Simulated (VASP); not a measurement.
Level of theory: PBE GGA, VASP's PBE PAW potentials (set 64) (plane waves; VASP).

Input for VASP

INCAR:
```
PREC=Accurate
NELM=100   # most electronic steps
LREAL=.FALSE.   # projection in real space or not
LASPH=.TRUE.
ALGO=Normal   # blocked Davidson
SIGMA=0.05   # width (eV)
EDIFF=1E-7   # SCF stop (eV)
ICHARG=11
LWAVE=.FALSE.
ISMEAR=0
LORBIT=11   # lm-projected
ENCUT=400   # plane-wave cut-off (eV)
SYSTEM=CuInS2
GGA=PE   # PBE
LCHARG=.FALSE.
LMAXMIX=4   # l cut-off of mixed one-centre charges
```

**KPOINTS**
```
k-points along high-symmetry lines
10
Line-mode
Reciprocal
  0.000000   0.000000   0.000000 ! GAMMA
 -0.000000   0.000000   0.500000 ! X

 -0.000000   0.000000   0.500000 ! X
  0.250000   0.250000   0.250000 ! P

  0.250000   0.250000   0.250000 ! P
 -0.000000   0.500000   0.000000 ! N

 -0.000000   0.500000   0.000000 ! N
  0.000000   0.000000   0.000000 ! GAMMA

  0.000000   0.000000   0.000000 ! GAMMA
  0.500000   0.500000  -0.500000 ! M

  0.500000   0.500000  -0.500000 ! M
  0.311493   0.688507  -0.311493 ! S

 -0.311493   0.311493   0.311493 ! S_0
  0.000000   0.000000   0.000000 ! GAMMA

 -0.000000   0.000000   0.500000 ! X
 -0.122987   0.122987   0.500000 ! R

  0.500000   0.500000  -0.122987 ! G
  0.500000   0.500000  -0.500000 ! M
```

File POSCAR:
```
CuInS2
1.0
 -2.7902368125   2.7902368125   5.6105336196
  2.7902368125  -2.7902368125   5.6105336196
  2.7902368125   2.7902368125  -5.6105336196
In Cu S
2 2 4
Cartesian
  0.0000000000   0.0000000000   5.6105336196
  2.7902368125   0.0000000000   2.8052668098
  0.0000000000   5.5804736250   0.0000000000
  0.0000000000   2.7902368125   2.8052668098
  1.5578249872   1.3951184063   7.0131670245
  4.1853552187   1.2324118253  -1.4026334049
  1.2324118253   1.3951184062   1.4026334049
 -1.3951184062   1.5578249872   4.2079002147
```

POTCAR, in this order: In_d Cu S (PBE.64 set). Program: vasp_std. Read from the step before: CHGCAR.

The resulting files:

**OSZICAR**
```
       N       E                     dE             d eps       ncg     rms          rms(c)
DAV:   1     0.678990638742E+03    0.67899E+03   -0.27882E+04  7740   0.171E+03
DAV:   2     0.769294636611E+02   -0.60206E+03   -0.58909E+03  7777   0.446E+02
DAV:   3    -0.247829630865E+02   -0.10171E+03   -0.99456E+02  9843   0.202E+02
DAV:   4    -0.321285403677E+02   -0.73456E+01   -0.72798E+01 10836   0.557E+01
DAV:   5    -0.323766195927E+02   -0.24808E+00   -0.24775E+00 12130   0.107E+01
DAV:   6    -0.323817412725E+02   -0.51217E-02   -0.51202E-02 12314   0.159E+00
DAV:   7    -0.323819509118E+02   -0.20964E-03   -0.20961E-03 12236   0.319E-01
DAV:   8    -0.323819625323E+02   -0.11620E-04   -0.11620E-04 12257   0.695E-02
DAV:   9    -0.323819633313E+02   -0.79904E-06   -0.79945E-06 12186   0.186E-02
DAV:  10    -0.323819633868E+02   -0.55446E-07   -0.54673E-07  9708   0.466E-03
   1 F= -.32381963E+02 E0= -.32379759E+02  d E =-.440936E-02
```

### OUTCAR
```
 val. band max:        5.0585516548   @ k =   0.0000   0.0000   0.0000

 cond. band min:       5.2806172336   @ k =   0.0556   0.0556  -0.0556



 k-point     1 :       0.0000    0.0000    0.0000
  band No.  band energies     occupation
      1     -10.1347      2.00000
      2     -10.1235      2.00000
      3     -10.1235      2.00000
      4      -9.8493      2.00000
      5      -9.8292      2.00000
      6      -9.8292      2.00000
      7      -9.7626      2.00000
      8      -9.7571      2.00000
      9      -9.7324      2.00000
     10      -9.7269      2.00000
     11      -8.9865      2.00000
     12      -7.4045      2.00000
     13      -7.3833      2.00000
     14      -7.3833      2.00000
     15      -1.5803      2.00000
     16      -0.8490      2.00000
     17      -0.0165      2.00000
     18       0.5855      2.00000
     19       0.6737      2.00000
     20       1.1054      2.00000
     21       1.1054      2.00000
     22       1.3916      2.00000
     23       1.3916      2.00000
     24       1.7337      2.00000
     25       1.7337      2.00000
     26       1.8117      2.00000
     27       3.1518      2.00000
     28       3.1654      2.00000
     29       3.2719      2.00000
     30       3.5530      2.00000
     31       3.5530      2.00000
     32       3.5684      2.00000
     33       3.6981      2.00000
     34       5.0250      1.78850
     35       5.0310      1.72084
     36       5.0310      1.72083
     37       5.0586      1.23715
     38       7.1432      0.00000
     39       7.2735      0.00000
     40       8.9799      0.00000
     41       8.9799      0.00000
     42       9.9177      0.00000
     43      10.1703      0.00000

 k-point     2 :       0.0000    0.0000    0.0556
  band No.  band energies     occupation
      1     -10.1354      2.00000
      2     -10.1254      2.00000
      3     -10.1220      2.00000
      4      -9.8501      2.00000
      5      -9.8325      2.00000
      6      -9.8296      2.00000
...
```

The density is held fixed in this step, so its total energy and stress have no physical meaning. Unless said otherwise, spin-orbit coupling is left out, though it shifts the bands of the heavy elements here.

The compound is CuInS2 in the chalcopyrite structure. It was relaxed first.
